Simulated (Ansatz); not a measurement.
# MnO: the cost of one run

Method: DFT PBE, scalar-relativistic, in Ansatz 0.2.0.

2 further runs of the same task are left out: 2 that didn't finish.

**1. The system as given**

It takes space group P6_3mc (No. 186, hexagonal). The conventional cell has a = 3.372 Å, b = 3.372 Å, c = 5.386 Å, α = 90.00°, β = 90.00°, γ = 120.00°. Mn (site symmetry 3m) is surrounded by 4 O at 1.96 to 2.08 Å. Around O (site symmetry 3m) lie 4 Mn at 1.96 to 2.08 Å.

As a file:

```xyz
4
Lattice="3.3717 0.0000 0.0000 -1.6859 2.9200 0.0000 0.0000 0.0000 5.3855" Properties=species:S:1:pos:R:3 pbc="T T T"
Mn    0.0000    1.9467    0.0590
Mn    1.6859    0.9733    2.7518
O     0.0000    1.9467    2.0221
O     1.6859    0.9733    4.7148
```

Atoms are numbered in the order of the input: Mn1, Mn2, O3, O4.

**2. The deformed structure**

Space group P6_3mc before, P1 after.

**3. Frozen-core PAW**

Contents of input.yaml:

```yaml
crystal:
  lattice:
    - [3.3717009293, -0.0168585047, -0.0168585047]
    - [-1.7004503579, 2.928407911, -0.006170641]
    - [-0.0269275, -0.0269275, 5.3855]
  atoms:
    - { symbol: Mn, position: [0.3333333333, 0.6666666667, 0.01096], spin: 4.0 }
    - { symbol: Mn, position: [0.6666666667, 0.3333333333, 0.51096], spin: 4.0 }
    - { symbol: O, position: [0.3333333333, 0.6666666667, 0.37547] }
    - { symbol: O, position: [0.6666666667, 0.3333333333, 0.87547] }
magnetization:
  spin_polarized: true
kpoints:
  mp_grid: { grid: [14, 14, 8] }
scf:
  occupations: { method: fermi_dirac, width: 0.05 }
hamiltonian:
  xc: pbe
  pseudopotentials: { kind: paw }
output:
  forces: true
  stress: true
  eigenvalues: true
  efg: { contact_densities: true }
```

On the command line:

```bash
> ansatz run input.yaml --threads 1 --pin off --max-ram 6144MiB --backend cpu --events-out ev --progress --plain --runs-dir out
```

**Question.** How long does this run take on 1 thread of Arm Neoverse V2, shared host, and how much memory does it need?

About 7.2 min, with a peak of 2.8 GiB.
